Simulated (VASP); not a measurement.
Here is a VASP 6.6.1 calculation.

File POSCAR:

```
InP
1.0
    0.0000000000      2.9795369318      2.9795369318
    2.9795369318      0.0000000000      2.9795369318
    2.9795369318      2.9795369318      0.0000000000
In P
1 1
Direct
    0.0000000000      0.0000000000      0.0000000000
    0.2500000000      0.2500000000      0.2500000000
```

File INCAR.step1:

```
  ALGO = Normal
  EDIFF = 1E-5
  ENCUT = 520
  GGA = PE
  ISIF = 2
  ISMEAR = 0
  LASPH = T
  LREAL = F
  LWAVE = T
  NBANDS = 16
  NELM = 100
  PREC = Accurate
  SIGMA = 0.01
```

INCAR.step2

```
  AEXX = 1.0
  AGGAC = 0.0
  ALDAC = 0.0
  ALGO = Normal
  EDIFF = 1E-6
  ENCUT = 520
  GGA = PE
  ISIF = 2
  ISMEAR = 0
  ISTART = 1
  LASPH = T
  LCHARG = T
  LELF = T
  LHFCALC = T
  LREAL = F
  LVHAR = T
  LWAVE = F
  NBANDS = 16
  NELM = 100
  PREC = Accurate
  PRECFOCK = Normal
  SIGMA = 0.01
```

The input KPOINTS:

```
k-points
0
Gamma
  6 6 6
```

Potentials or basis: VASP PAW PBE potentials, release 64 (In_d, P).

The run is started by

```console
$ cat potpaw_PBE.64/In_d/POTCAR potpaw_PBE.64/P/POTCAR > POTCAR
$ cp INCAR.step1 INCAR
$ mpirun -np 1 vasp_std > vasp.out
$ cp INCAR.step2 INCAR
$ mpirun -np 1 vasp_std > vasp.out
```

Task: Predict the pressure.

Result: 0.3 GPa.

Task: What does it give for the band gap on the k mesh?

Result: 6.82 eV.

Caveat: the PAW data sets were made with another functional, which shifts forces and pressure a little; spin-orbit coupling is left out, which moves the levels of the heavy elements.

**Measured values to compare with.**

A printed reference work, data compilation reports, for a bulk crystal of InP at 1.6 K: band gap 1.4236 eV (direct).

A measured gap of InP is 1.4236 eV (direct; 1.6 K; a printed reference work, data compilation); the calculated 6.82 eV misses it by +5.40 eV. So large a miss can be the level of theory's own, or it may mean another phase, state or a wrong row. Spin-orbit coupling on In is left out. The value is that of HF, without temperature or zero-point motion.
